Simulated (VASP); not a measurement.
MgO, 2 atoms in the cell. The structure is cubic, space group Fm-3m (No. 225). The conventional cell has a = 4.245 Å, b = 4.245 Å, c = 4.245 Å, α = 90.00°, β = 90.00°, γ = 90.00°. Around Mg (site symmetry m-3m) lie 6 O at 2.12 Å. Around O (site symmetry m-3m) lie 6 Mg at 2.12 Å. 

* Program: VASP 6.6.1
* Task: relaxation of cell and atoms
* Functional: PBE
* Potentials or basis: VASP PAW PBE potentials, release 64 (Mg, O)
* Cutoff: 600 eV
* k mesh: 12 × 12 × 12
* Occupations: gaussian, width 0.03 eV
* Spin: no spin polarisation
* Further INCAR settings: ALGO = Normal; EDIFF = 1e-07; IBRION = 2; EDIFFG = -0.005; NSW = 90; ISIF = 3

Potentials or basis: VASP PAW PBE potentials, release 64 (Mg, O).

The run is started by

```console
$ cat potpaw_PBE.64/Mg/POTCAR potpaw_PBE.64/O/POTCAR > POTCAR
$ mpirun -np 1 vasp_std > vasp.out
```

Hardware: 1 thread of AMD EPYC 7R13 Processor (Zen 3), with other jobs on the host.

How long does it take, and how much memory?

Wall time 11 s on 1 thread of AMD EPYC 7R13 Processor (Zen 3), on a shared host, peak memory 0.12 GiB. Counts: scf iterations 12, k points 72, ion steps 1.
